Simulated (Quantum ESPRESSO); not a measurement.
The system is BaTiO3 (Barioperovskite).

```
CELL_PARAMETERS angstrom
3.98550 0.00000 0.00000
0.00000 2.83690 2.84515
0.00000 -2.83690 2.84515
ATOMIC_POSITIONS crystal
Ba 0.00000 0.00000 0.00000
Ti 0.50000 0.51240 0.51240
O 0.50000 0.99184 0.50524
O 0.50000 0.50524 0.99184
O 0.00000 0.48740 0.48740
```

Base run:

| Quantity | Value |
| --- | --- |
| Program | Quantum ESPRESSO 7.5 |
| Functional | WC |
| Potentials or basis | GBRV 1.5 PBE |
| Cutoff | 612 eV |
| Density cutoff | 4898 eV |
| k mesh | 4 × 4 × 4, shifted |
| Occupations | fermi-dirac, width 0.05 eV |
| Spin | no spin polarisation |

Its results: pressure -2.4 GPa; largest force 0.245 eV/Å; electronic dielectric tensor (diagonal) 6.62, 6.24, 6.16.

Problem. The run is repeated on the same cell with these changes: functional from WC to AM05. What comes out?

Solution. Pressure -1.8 GPa; largest force 0.276 eV/Å; electronic dielectric tensor (diagonal) 6.62, 6.23, 6.15.

Caveats: the potentials were made for another functional, which shifts forces and pressure.
